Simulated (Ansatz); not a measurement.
Write the native input for Ansatz 0.2.0 that does the following.

| Property | Result |
| --- | --- |
| Task | single point |
| Functional | r2SCAN0 |
| Potentials or basis | Ansatz PAW |
| Cutoff | 500 eV (not typed: the program's choice for these potentials) |
| k mesh | 5 × 5 × 5 |
| Occupations | fermi-dirac, width 0.05 eV |
| Spin | no spin polarisation |
| Share of exact exchange | 0.25 |

Crystal: CuCl2.

```
Cu Cl
1.0
    -2.25486    2.25486    6.85990
     2.25486   -2.25486    6.85990
     2.25486    2.25486   -6.85990
Cu Cl
1 2
Cartesian
  0.0000 0.0000 0.0000
  2.2549 0.0000 0.0000
  0.0000 2.2549 0.0000
```

Measurements of this composition are mostly on another form, of space group No. 12.

The input as run:

input.yaml

```yaml
crystal:
  lattice:
    - [-2.254859, 2.254859, 6.859903]
    - [2.254859, -2.254859, 6.859903]
    - [2.254859, 2.254859, -6.859903]
  atoms:
    - { symbol: Cu, position: [0.0, 0.0, 0.0] }
    - { symbol: Cl, position: [0.0, 0.5, 0.5] }
    - { symbol: Cl, position: [0.5, 0.0, 0.5] }
hamiltonian:
  xc: { exchange: r2scan, correlation: r2scan, exx: { coeff: 0.25 } }
  pseudopotentials: { kind: paw }
kpoints:
  mp_grid: { grid: [5, 5, 5] }
scf:
  occupations: { method: fermi_dirac, width: 0.05 }
output:
  forces: true
  stress: true
  eigenvalues: true
```

Potentials or basis: Ansatz PAW.

Run with:

```bash
$ ansatz run input.yaml --threads 2 --pin off --max-ram 5632MiB --backend cpu --events-out ev --progress --plain --runs-dir out
```

It gave:

```json
{
 "Pressure": "-0.6 GPa",
 "Band gap on the k mesh": "none (metal or under the smearing width)"
}
```

Caveat: the k mesh is coarse (spacing up to 0.39 Å⁻¹), so the values aren't converged, least of all with exact exchange; an odd number of electrons without spin polarisation forces a metal; a magnetic or distorted state may lie lower; the run has no spin polarisation, though such a crystal can be magnetic; the PAW data sets come from PBE, with cores solved anew for the run's functional, which leaves a small shift of forces and pressure; the thresholds are loose for stress.

Wall time 75 s on 2 threads of Intel(R) Xeon(R) 6975P-C (Granite Rapids), with other jobs on the host, peak memory 4.6 GiB.
